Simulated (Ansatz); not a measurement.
# GaSb: a line through an energy map

How does the energy of GaSb (Immm, No. 71; 2 atoms in the cell) vary with strain +e along z and -e/2 along x and y, at strain +e along x and -e along y = −2 %?

Computed with Ansatz 0.2.0 (DFT LDA, scalar-relativistic, plane waves, PAW, unless a step's input says otherwise).

1 further run of the same task is left out (set aside as unsound or not needed).

## (1) The starting structure

The structure is orthorhombic, space group Immm (No. 71). The conventional cell has a = 3.152 Å, b = 5.011 Å, c = 5.608 Å, α = 90.00°, β = 90.00°, γ = 90.00°. Ga (site symmetry mmm) has 6 Sb at 2.80 to 2.96 Å and 2 Ga at 3.15 Å as nearest neighbours. Around Sb (site symmetry mmm) lie 6 Ga at 2.80 to 2.96 Å and 2 Sb at 3.15 Å.

Structure file:

```cif
data_structure
_symmetry_space_group_name_H-M 'P 1'
_symmetry_Int_Tables_number 1
_cell_length_a 4.0773
_cell_length_b 4.0773
_cell_length_c 4.0773
_cell_angle_alpha 134.525
_cell_angle_beta 104.167
_cell_angle_gamma 93.097
_cell_volume 44.29
loop_
_atom_site_label
_atom_site_type_symbol
_atom_site_fract_x
_atom_site_fract_y
_atom_site_fract_z
_atom_site_occupancy
Ga1 Ga 0.00000 0.00000 0.00000 1
Sb1 Sb 0.50000 0.50000 0.00000 1
```

It goes back to an entry of the Materials Project, which need not be the stable form.

This cell was relaxed beforehand with the same method: volume 22.14 Å³/atom, gap on the mesh none (metal).

## (2) Plan of the line

The energy is mapped over two homogeneous strains (x along [1 0 0], y along [0 1 0], z along [0 0 1] of the conventional cell).

The axes are (1) strain +e along x and -e along y: 5 values from −4 to 4 %; (2) strain +e along z and -e/2 along x and y: 5 values from −15.0 %.

Nothing else is relaxed (symmetry fixes all fractional coordinates). Energies count from the relaxed crystal. Points are written as (first, second).

## (3) Grid point (−2 %, −15.0 %)

File input.yaml:

```yaml
crystal:
  lattice:
    - [-1.6625920986, 2.743567358, 2.3835103098]
    - [1.6625920986, -2.743567358, 2.3835103098]
    - [1.6625920986, 2.743567358, -2.3835103098]
  atoms:
    - { symbol: Ga, position: [0.0, 0.0, 0.0] }
    - { symbol: Sb, position: [0.5, 0.5, 0.0] }
basis:
  ecutwfc: 420
kpoints:
  mp_grid: { grid: [16, 16, 16] }
hamiltonian:
  xc: lda
  pseudopotentials: { kind: paw, azcp: { folder: soft_1 } }
scf:
  occupations: { method: gaussian, width: 0.15 }
output:
  forces: true
  stress: true
  eigenvalues: true
```

The run is started by

```
ansatz run input.yaml --threads 2 --pin off --max-ram 4096MiB --backend cpu --events-out ev --progress --plain --runs-dir out
```

The program printed, shortened:

```text
Warning: <dir> the record states the generating functional pbe (its physics header spells it `PBE`), which answers neither for hamiltonian.xc's functional nor for the lda family's — results may be inconsistent (PPs are generated against a specific XC)
[...]
Warning: RAYON_NUM_THREADS=2 ignored (pool sized by the plan → 2); use --threads N
[...]
Pseudopotentials: kind: paw
Pseudopotential: Ga, paw, valence charge 13, recommended cutoff 420 eV (normal), <dir>
Pseudopotential: Sb, paw, valence charge 15, recommended cutoff 420 eV (normal), <dir>
Functional definition: SPW92
[...]
Crystal: 2 atoms, lattice volume = 43.489 Å³
Basis set: ecut = 420 eV, 863 PW (Γ)
Bands: 18, of which v1, the nominal top of the filled ones, is band 14 counted from 1 (13 counted from 0)
Symmetry: 8 space group operations
Space group: Immm (ITA 71), of the structure as read, at distance tolerance 3.5e-5 Å
k-points: 621 of 4096
[...]
SCF iter   1: F=—  HF=-10041.926048 eV  |F-HF|=—  |Δ(HF+E_count)|=         —  Δρ=2.62e-2  dr2=2.48e-1  ethr=3.10e-3  ⟨swp⟩=5.9  Hψ=57052  notcnv=0
[...]
SCF iter   8: F=-10041.844554 eV  HF=-10041.844554 eV  |F-HF|=1.17e-7  |Δ(HF+E_count)|=   2.75e-7  Δρ=1.27e-5  dr2=7.98e-8  ethr=3.57e-10  ⟨swp⟩=4.0  Hψ=45514  notcnv=0
[...]
SCF converged after 8 iterations
Free energy (F): -10041.844554 eV
[...]
E sigma→0 (E₀):  -10041.839670 eV
Entropy (-TS):   -0.009767 eV (-4.883 meV/atom)
Fermi energy:    11.329440 eV
[...]
--- Forces (eV/Å), atoms counted from 1 ---
  atom   1  Ga     0.00000000     0.00000000     0.00000000
  atom   2  Sb     0.00000000     0.00000000     0.00000000
[...]
--- Stress (GPa, compression-positive) ---
       -6.261032       0.000000       0.000000
        0.000000      -6.079251       0.000000
        0.000000       0.000000      46.465077
  P = ⅓ Tr σ = 11.3749 GPa (113.749 kbar)
--- Band table (eV; the first three rows and the last of 621) ---
  k-point 0: bands = ["-17.8241", "-17.6965", "-17.6805", "-17.6365", "-17.6108", "-4.3047", "-4.1018", "-4.0647", "-4.0421", "-4.0047", "-1.4836", "8.2542", "10.0464", "11.0461", "14.8397", "15.3621", "16.0073", "18.0110"]
[...]
```

Wall time 27 s (2 threads of Arm Neoverse N1, shared host); peak memory 0.62 GiB.

That is 488 meV/atom from the zero.

## (4) Point (−2 %, −7.5 %)

Edit input.yaml of step 3 so:

```diff
@@ -2,5 +2,5 @@
   lattice:
-    - [-1.6625920986, 2.743567358, 2.3835103098]
-    - [1.6625920986, -2.743567358, 2.3835103098]
-    - [1.6625920986, 2.743567358, -2.3835103098]
+    - [-1.603495223, 2.6496095718, 2.593820043]
+    - [1.603495223, -2.6496095718, 2.593820043]
+    - [1.603495223, 2.6496095718, -2.593820043]
   atoms:
```

The run is started by

```
ansatz run input.yaml --threads 2 --pin off --max-ram 4096MiB --backend cpu --events-out ev --progress --plain --runs-dir out
```

The program printed, shortened:

```text
Warning: <dir> the record states the generating functional pbe (its physics header spells it `PBE`), which answers neither for hamiltonian.xc's functional nor for the lda family's — results may be inconsistent (PPs are generated against a specific XC)
[...]
Warning: RAYON_NUM_THREADS=2 ignored (pool sized by the plan → 2); use --threads N
[...]
[... 4 set-up lines as earlier in the session ...]
[...]
Crystal: 2 atoms, lattice volume = 44.081 Å³
Basis set: ecut = 420 eV, 861 PW (Γ)
Bands: 18, of which v1, the nominal top of the filled ones, is band 14 counted from 1 (13 counted from 0)
[... 2 set-up lines as earlier in the session ...]
k-points: 621 of 4096
[...]
SCF iter   1: F=—  HF=-10042.707178 eV  |F-HF|=—  |Δ(HF+E_count)|=         —  Δρ=2.43e-2  dr2=2.45e-1  ethr=3.10e-3  ⟨swp⟩=5.8  Hψ=54609  notcnv=0
[...]
SCF iter   8: F=-10042.627327 eV  HF=-10042.627327 eV  |F-HF|=5.98e-10  |Δ(HF+E_count)|=   1.02e-7  Δρ=6.03e-6  dr2=1.53e-8  ethr=3.57e-10  ⟨swp⟩=7.0  Hψ=52371  notcnv=0
[...]
SCF converged after 8 iterations
Free energy (F): -10042.627327 eV
[...]
E sigma→0 (E₀):  -10042.622969 eV
Entropy (-TS):   -0.008715 eV (-4.358 meV/atom)
Fermi energy:    11.153840 eV
[...]
--- Forces (eV/Å), atoms counted from 1 ---
  atom   1  Ga     0.00000000     0.00000000     0.00000000
  atom   2  Sb     0.00000000     0.00000000     0.00000000
[...]
--- Stress (GPa, compression-positive) ---
       -3.794643       0.000000       0.000000
        0.000000      -4.383775       0.000000
        0.000000       0.000000      15.608640
  P = ⅓ Tr σ = 2.4767 GPa (24.767 kbar)
--- Band table (eV; the first three rows and the last of 621) ---
  k-point 0: bands = ["-17.8772", "-17.7842", "-17.7767", "-17.7737", "-17.7612", "-4.0807", "-3.9903", "-3.9897", "-3.9470", "-3.9433", "-1.5212", "8.7243", "8.9482", "9.7806", "14.7505", "15.7716", "17.5257", "18.1112"]
[...]
```

Wall time 25 s (2 threads of Arm Neoverse N1, shared host); peak memory 0.63 GiB.

Energy on the map's scale: 97 meV/atom.

## (5) Changed: xc_grid 3, dr2_threshold 1.0e-11

Edit input.yaml of step 4 so:

```diff
@@ -10,2 +10,3 @@
   ecutwfc: 420
+  xc_grid: 3
 kpoints:
@@ -17,5 +18,6 @@
   occupations: { method: gaussian, width: 0.15 }
+  convergence: { dr2_threshold: 1.0e-11 }
 output:
   forces: true
+  eigenvalues: true
   stress: true
-  eigenvalues: true
```

The run is started by

```
ansatz run input.yaml --threads 2 --pin off --max-ram 4096MiB --backend cpu --events-out ev --progress --plain --runs-dir out
```

The program printed, shortened:

```text
Warning: <dir> the record states the generating functional pbe (its physics header spells it `PBE`), which answers neither for hamiltonian.xc's functional nor for the lda family's — results may be inconsistent (PPs are generated against a specific XC)
[...]
Warning: RAYON_NUM_THREADS=2 ignored (pool sized by the plan → 2); use --threads N
[...]
[... 4 set-up lines as earlier in the session ...]
[...]
Crystal: 2 atoms, lattice volume = 44.081 Å³
Basis set: ecut = 420 eV, 861 PW (Γ), exchange–correlation on 90×90×90 points (27 copies of the dense FFT grid, shifted against one another)
Bands: 18, of which v1, the nominal top of the filled ones, is band 14 counted from 1 (13 counted from 0)
[... 2 set-up lines as earlier in the session ...]
k-points: 621 of 4096
[...]
SCF iter   1: F=—  HF=-10042.707179 eV  |F-HF|=—  |Δ(HF+E_count)|=         —  Δρ=2.43e-2  dr2=2.45e-1  ethr=3.10e-3  ⟨swp⟩=5.8  Hψ=54609  notcnv=0
[...]
SCF iter  11: F=-10042.627327 eV  HF=-10042.627327 eV  |F-HF|=0.00e0  |Δ(HF+E_count)|=  3.64e-12  Δρ=5.63e-8  dr2=1.33e-12  ethr=1.00e-12  ⟨swp⟩=6.8  Hψ=52000  notcnv=0
[...]
SCF converged after 11 iterations
Free energy (F): -10042.627327 eV
[...]
E sigma→0 (E₀):  -10042.622970 eV
Entropy (-TS):   -0.008715 eV (-4.358 meV/atom)
Fermi energy:    11.153870 eV
[...]
--- Forces (eV/Å), atoms counted from 1 ---
  atom   1  Ga     0.00000000     0.00000000     0.00000000
  atom   2  Sb     0.00000000     0.00000000    -0.00000000
[...]
--- Stress (GPa, compression-positive) ---
       -3.794473       0.000000       0.000000
        0.000000      -4.383585       0.000000
        0.000000       0.000000      15.608691
  P = ⅓ Tr σ = 2.4769 GPa (24.769 kbar)
--- Band table (eV; the first three rows and the last of 621) ---
  k-point 0: bands = ["-17.8772", "-17.7841", "-17.7767", "-17.7736", "-17.7611", "-4.0804", "-3.9900", "-3.9894", "-3.9466", "-3.9430", "-1.5211", "8.7243", "8.9483", "9.7806", "14.7505", "15.7716", "17.5258", "18.1113"]
[...]
```

It took 30 s on 2 threads of Arm Neoverse N1, shared host; peak memory 0.64 GiB.

```
    run     ending  energy change  pressure (GPa)  gap (eV)  force (eV/Å)  cycles  time
 step 4  converged              0             2.5      0.00          0.00       8  25 s
variant  converged   0.0 meV/atom             2.5      0.00          0.00      11  30 s
```

Changing the numerical grids and convergence setting hardly moves the energy: 0.0 meV/atom.

## (6) Point (−2 %, 0.0 %)

Edit input.yaml of step 4 so:

```diff
@@ -2,5 +2,5 @@
   lattice:
-    - [-1.603495223, 2.6496095718, 2.593820043]
-    - [1.603495223, -2.6496095718, 2.593820043]
-    - [1.603495223, 2.6496095718, -2.593820043]
+    - [-1.5443983475, 2.5556517855, 2.8041297762]
+    - [1.5443983475, -2.5556517855, 2.8041297762]
+    - [1.5443983475, 2.5556517855, -2.8041297762]
   atoms:
@@ -21 +21,5 @@
   eigenvalues: true
+  write_density: true
+  write_potential: true
+  elf: true
+  volumetric_format: npy
```

The run is started by

```
ansatz run input.yaml --threads 2 --pin off --max-ram 4096MiB --backend cpu --events-out ev --progress --plain --runs-dir out
```

The program printed, shortened:

```text
Warning: <dir> the record states the generating functional pbe (its physics header spells it `PBE`), which answers neither for hamiltonian.xc's functional nor for the lda family's — results may be inconsistent (PPs are generated against a specific XC)
[...]
Warning: RAYON_NUM_THREADS=2 ignored (pool sized by the plan → 2); use --threads N
[...]
[... 4 set-up lines as earlier in the session ...]
[...]
Crystal: 2 atoms, lattice volume = 44.271 Å³
Basis set: ecut = 420 eV, 841 PW (Γ)
Bands: 18, of which v1, the nominal top of the filled ones, is band 14 counted from 1 (13 counted from 0)
[... 2 set-up lines as earlier in the session ...]
k-points: 621 of 4096
[...]
SCF iter   1: F=—  HF=-10042.898285 eV  |F-HF|=—  |Δ(HF+E_count)|=         —  Δρ=2.30e-2  dr2=2.47e-1  ethr=3.10e-3  ⟨swp⟩=5.7  Hψ=56208  notcnv=0
[...]
SCF iter   8: F=-10042.817633 eV  HF=-10042.817633 eV  |F-HF|=2.24e-8  |Δ(HF+E_count)|=   3.14e-7  Δρ=7.53e-6  dr2=3.39e-8  ethr=3.57e-10  ⟨swp⟩=8.1  Hψ=79599  notcnv=0
[...]
SCF converged after 8 iterations
Free energy (F): -10042.817633 eV
[...]
E sigma→0 (E₀):  -10042.813094 eV
Entropy (-TS):   -0.009079 eV (-4.540 meV/atom)
Fermi energy:    11.058097 eV
[...]
--- Forces (eV/Å), atoms counted from 1 ---
  atom   1  Ga     0.00000000    -0.00000000     0.00000000
  atom   2  Sb     0.00000000     0.00000000     0.00000000
[...]
--- Stress (GPa, compression-positive) ---
        0.714627       0.000000       0.000000
        0.000000      -0.508840      -0.000000
        0.000000      -0.000000      -0.035432
  P = ⅓ Tr σ = 0.0568 GPa (0.568 kbar)
--- Band table (eV; the first three rows and the last of 621) ---
  k-point 0: bands = ["-17.9517", "-17.8276", "-17.8088", "-17.8071", "-17.8067", "-4.0344", "-3.9402", "-3.9384", "-3.9163", "-3.8809", "-1.5664", "8.2761", "8.7690", "9.3254", "14.5053", "16.3248", "17.5606", "19.0906"]
[...]
```

It took 35 s on 2 threads of Arm Neoverse N1, shared host; peak memory 0.62 GiB.

The maps below are laid out on this run's own conventional cell (a, b, c = 3.089, 5.111, 5.608 Å).

Density in a lattice plane of the grid's cell (edges 3.09 and 5.61 Å, at 0.000 of the third edge), which holds Ga and Sb.

Values in e/Å³, 12 rows by 6 columns:
```
 7.36  1.33  0.23  0.12  0.23  1.32
 0.50  0.31  0.13  0.08  0.13  0.31
 0.31  0.23  0.11  0.07  0.11  0.23
 0.81  0.47  0.19  0.11  0.19  0.47
 6.88  2.45  0.37  0.19  0.37  2.45
15.67  5.71  0.52  0.24  0.52  5.71
 6.88  2.45  0.37  0.19  0.37  2.45
 0.81  0.47  0.19  0.11  0.19  0.47
 0.31  0.23  0.11  0.07  0.11  0.23
 0.50  0.31  0.13  0.08  0.13  0.31
 7.36  1.32  0.23  0.12  0.23  1.33
50.56  5.17  0.31  0.14  0.31  5.17
```
Columns run along the first of these edges and rows up along the second, over one cell in 6 and 12 even steps from the bottom left corner. Atoms in the plane (fractional): Ga at (0.00, 0.00), Sb at (0.00, 0.50).

ELF in the same plane.

Ten even steps from ' ' (0.04) to '@' (0.61):
```
    ..--======--======--..  
..::--======--::--======--::
====++====--::..::--====++==
##******==::..  ..::==****##
@@@@@@##++::..  ..::++##@@@@
%%%%%%%%**==::..::==**%%%%%%
++****####**==--==**####****
..::==++******++******++==::
    ..==**************==..  
..    --++**######**++--    
    ..==**************==..  
..::==++******++******++==::
++****####**==--==**####****
%%%%%%%%**==::..::==**%%%%%%
@@@@@@##++::..  ..::++##@@@@
####****==::..  ..::==******
====++====--::..::--====++==
..::--======--::--======--::
    ..--======--======--..  
**    ::==============::    
```
Columns run along the first of these edges and rows up along the second, over one cell in 14 and 20 even steps from the bottom left corner. Atoms in the plane (fractional): Ga at (0.00, 0.00), Sb at (0.00, 0.50).

Both are smooth fields of the valence electrons: close to the nuclei they are not physical.

The highest ELF values outside the cores: 0.61 on the Ga–Sb line, 1.4 Å from Ga; 0.53 beside Sb, off the lines to its neighbours, 1.4 Å from Sb; 0.45 on the Sb–Sb line, 1.4 Å from Sb.

On the map this point reads 1.6 meV/atom.

## (7) Grid point (−2 %, 7.5 %)

File input.yaml:

```yaml
crystal:
  lattice:
    - [-1.4853014719, 2.4616939993, 3.0144395094]
    - [1.4853014719, -2.4616939993, 3.0144395094]
    - [1.4853014719, 2.4616939993, -3.0144395094]
  atoms:
    - { symbol: Ga, position: [0.0, 0.0, 0.0] }
    - { symbol: Sb, position: [0.5, 0.5, 0.0] }
basis:
  ecutwfc: 420
kpoints:
  mp_grid: { grid: [16, 16, 16] }
hamiltonian:
  xc: lda
  pseudopotentials: { kind: paw, azcp: { folder: soft_1 } }
scf:
  occupations: { method: gaussian, width: 0.15 }
output:
  forces: true
  stress: true
  eigenvalues: true
```

The run is started by

```
ansatz run input.yaml --threads 2 --pin off --max-ram 4096MiB --backend cpu --events-out ev --progress --plain --runs-dir out
```

The program printed, shortened:

```text
Warning: <dir> the record states the generating functional pbe (its physics header spells it `PBE`), which answers neither for hamiltonian.xc's functional nor for the lda family's — results may be inconsistent (PPs are generated against a specific XC)
[...]
Warning: RAYON_NUM_THREADS=2 ignored (pool sized by the plan → 2); use --threads N
[...]
[... 4 set-up lines as earlier in the session ...]
[...]
Crystal: 2 atoms, lattice volume = 44.087 Å³
Basis set: ecut = 420 eV, 839 PW (Γ)
Bands: 18, of which v1, the nominal top of the filled ones, is band 14 counted from 1 (13 counted from 0)
[... 2 set-up lines as earlier in the session ...]
k-points: 621 of 4096
[...]
SCF iter   1: F=—  HF=-10042.736003 eV  |F-HF|=—  |Δ(HF+E_count)|=         —  Δρ=2.19e-2  dr2=2.42e-1  ethr=3.10e-3  ⟨swp⟩=5.8  Hψ=56198  notcnv=0
[...]
SCF iter   8: F=-10042.657296 eV  HF=-10042.657296 eV  |F-HF|=7.92e-9  |Δ(HF+E_count)|=   1.43e-7  Δρ=6.38e-6  dr2=2.23e-8  ethr=3.57e-10  ⟨swp⟩=4.9  Hψ=54000  notcnv=0
[...]
SCF converged after 8 iterations
Free energy (F): -10042.657296 eV
[...]
E sigma→0 (E₀):  -10042.652567 eV
Entropy (-TS):   -0.009458 eV (-4.729 meV/atom)
Fermi energy:    11.124124 eV
[...]
--- Forces (eV/Å), atoms counted from 1 ---
  atom   1  Ga     0.00000000     0.00000000     0.00000000
  atom   2  Sb     0.00000000     0.00000000     0.00000000
[...]
--- Stress (GPa, compression-positive) ---
        8.139401       0.000000       0.000000
        0.000000       6.154394      -0.000000
        0.000000      -0.000000      -7.576707
  P = ⅓ Tr σ = 2.2390 GPa (22.390 kbar)
--- Band table (eV; the first three rows and the last of 621) ---
  k-point 0: bands = ["-17.9668", "-17.7973", "-17.7559", "-17.7554", "-17.7371", "-4.0236", "-3.9111", "-3.8973", "-3.8689", "-3.8197", "-1.6366", "7.9384", "7.9709", "9.9779", "14.5560", "15.2345", "16.8208", "18.9457"]
[...]
```

Run time: 27 s. Hardware: 2 threads of Arm Neoverse N1, shared host; peak memory 0.63 GiB.

That is 82 meV/atom from the zero.

## (8) The run at (−2 %, 15.0 %)

Edit input.yaml of step 7 so:

```diff
@@ -2,5 +2,5 @@
   lattice:
-    - [-1.4853014719, 2.4616939993, 3.0144395094]
-    - [1.4853014719, -2.4616939993, 3.0144395094]
-    - [1.4853014719, 2.4616939993, -3.0144395094]
+    - [-1.4262045964, 2.3677362131, 3.2247492426]
+    - [1.4262045964, -2.3677362131, 3.2247492426]
+    - [1.4262045964, 2.3677362131, -3.2247492426]
   atoms:
```

The run is started by

```
ansatz run input.yaml --threads 2 --pin off --max-ram 4096MiB --backend cpu --events-out ev --progress --plain --runs-dir out
```

The program printed, shortened:

```text
Warning: <dir> the record states the generating functional pbe (its physics header spells it `PBE`), which answers neither for hamiltonian.xc's functional nor for the lda family's — results may be inconsistent (PPs are generated against a specific XC)
[...]
Warning: RAYON_NUM_THREADS=2 ignored (pool sized by the plan → 2); use --threads N
[...]
[... 4 set-up lines as earlier in the session ...]
[...]
Crystal: 2 atoms, lattice volume = 43.558 Å³
Basis set: ecut = 420 eV, 861 PW (Γ)
Bands: 18, of which v1, the nominal top of the filled ones, is band 14 counted from 1 (13 counted from 0)
[... 2 set-up lines as earlier in the session ...]
k-points: 621 of 4096
[...]
SCF iter   1: F=—  HF=-10042.308647 eV  |F-HF|=—  |Δ(HF+E_count)|=         —  Δρ=2.16e-2  dr2=2.47e-1  ethr=3.10e-3  ⟨swp⟩=5.8  Hψ=55885  notcnv=0
[...]
SCF iter   8: F=-10042.227326 eV  HF=-10042.227326 eV  |F-HF|=5.88e-9  |Δ(HF+E_count)|=   2.37e-7  Δρ=7.09e-6  dr2=2.50e-8  ethr=3.57e-10  ⟨swp⟩=5.1  Hψ=54818  notcnv=0
[...]
SCF converged after 8 iterations
Free energy (F): -10042.227326 eV
[...]
E sigma→0 (E₀):  -10042.221735 eV
Entropy (-TS):   -0.011182 eV (-5.591 meV/atom)
Fermi energy:    11.346041 eV
[...]
--- Forces (eV/Å), atoms counted from 1 ---
  atom   1  Ga    -0.00000000    -0.00000000     0.00000000
  atom   2  Sb     0.00000000    -0.00000000     0.00000000
[...]
--- Stress (GPa, compression-positive) ---
       18.726602       0.000000       0.000000
        0.000000      16.483984      -0.000000
        0.000000      -0.000000      -9.684062
  P = ⅓ Tr σ = 8.5088 GPa (85.088 kbar)
--- Band table (eV; the first three rows and the last of 621) ---
  k-point 0: bands = ["-17.9072", "-17.6600", "-17.6127", "-17.6065", "-17.5644", "-3.9843", "-3.8873", "-3.8185", "-3.7715", "-3.7144", "-1.7343", "7.3602", "7.8841", "10.5591", "13.5853", "14.8549", "17.2586", "17.5044"]
[...]
```

Wall time 27 s (2 threads of Arm Neoverse N1, shared host); peak memory 0.63 GiB.

On the map this point reads 297 meV/atom.

## (9) The line in numbers

| strain +e along z and -e/2 along x and y (%) | step | energy (meV/atom) | slope (meV/atom per %) | pressure (GPa) |
| --- | --- | --- | --- | --- |
| −15.0 | 3 | 488 | −82 | 11.4 |
| −7.5 | 4 | 97 | −29 | 2.5 |
| 0.0 | 6 | 1.6 | 0 | 0.1 |
| 7.5 | 7 | 82 | 20 | 2.2 |
| 15.0 | 8 | 297 | 37 | 8.5 |

Energies count from the relaxed crystal. Slopes come from the forces (and the stress, where the cell changes), not from differences of energies.

```
                                                               run       outcome
step 5, run with xc_grid 3, dr2_threshold 1.0e-11 (against step 4)  0.0 meV/atom
```

Along the line the energy is lowest at 0.0 %, 1.6 meV/atom from the zero. Energies and slopes round the minimum, fitted together, put the minimum at −0.08 %, with a curvature of about 3 meV/atom per %². Divided by the reference volume, that is a stiffness of about 220 GPa for this pattern of strain. The well is lopsided: two grid steps out, the energy rises by 487 meV/atom towards smaller values and 295 meV/atom towards larger ones. The highest point computed, at −15.0 %, lies 487 meV/atom above the lowest. This is one cut through a surface in two coordinates; the map's lowest point lies off it. The runs treat Sb without spin-orbit coupling.
